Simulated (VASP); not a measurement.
**MgB2: relaxation of the atoms with optPBE-vdW**

The system is MgB2.

```
Mg B
1.0
     0.00000    2.99364    2.99364
     2.99364    0.00000    2.99364
     2.99364    2.99364    0.00000
Mg B
2 4
Direct
  0.50000 0.50000 0.50000
  0.75000 0.75000 0.75000
  0.12500 0.62500 0.12500
  0.12500 0.12500 0.62500
  0.62500 0.12500 0.12500
  0.12500 0.12500 0.12500
```

The cell was built by a generator and needn't be a form met in nature.

```yaml
Program: VASP 6.6.1
Task: relaxation of the atoms
Functional: optPBE-vdW
Potentials_or_basis: VASP PAW PBE potentials, release 64 (Mg, B_s)
Cutoff: 400 eV
k_mesh: 8 × 8 × 8
Occupations: fermi-dirac, width 0.1 eV
Spin: no spin polarisation
Optimiser: vasp
Further_INCAR_settings: ALGO = Fast; EDIFF = 1.00e-07; IBRION = 2; EDIFFG = -5.00e-03; NSW = 40
```

```json
{"Pressure after relaxing": "1.7 GPa", "Band gap on the k mesh": "none (metal or under the smearing width)"}
```

Final structure:
```
Mg B
1.0
     0.00000    2.99364    2.99364
     2.99364    0.00000    2.99364
     2.99364    2.99364    0.00000
Mg B
2 4
Direct
  0.50000 0.50000 0.50000
  0.75000 0.75000 0.75000
  0.12500 0.62500 0.12500
  0.12500 0.12500 0.62500
  0.62500 0.12500 0.12500
  0.12500 0.12500 0.12500
```

Levels at points of the mesh, in eV from the Fermi level:
```
           k point  band 6  band 7  band 8  band 9  band 10  band 11
(0.00, 0.00, 0.00)   -2.53   -2.53   -2.53   -1.90    -1.90     1.67
(0.50, 0.00, 0.00)   -4.03   -4.03    1.45    1.47     1.62     3.75
(0.50, 0.50, 0.00)   -5.87    1.79    1.79    2.22     2.23     3.49
```

Wall time 77 s on 1 thread of Intel(R) Xeon(R) Platinum 8488C (Sapphire Rapids), with other jobs on the host, peak memory 0.32 GiB.

Caveat: the relaxation stopped at its first step, so nothing moved; the PAW data sets were made with another functional, which shifts forces and pressure a little.
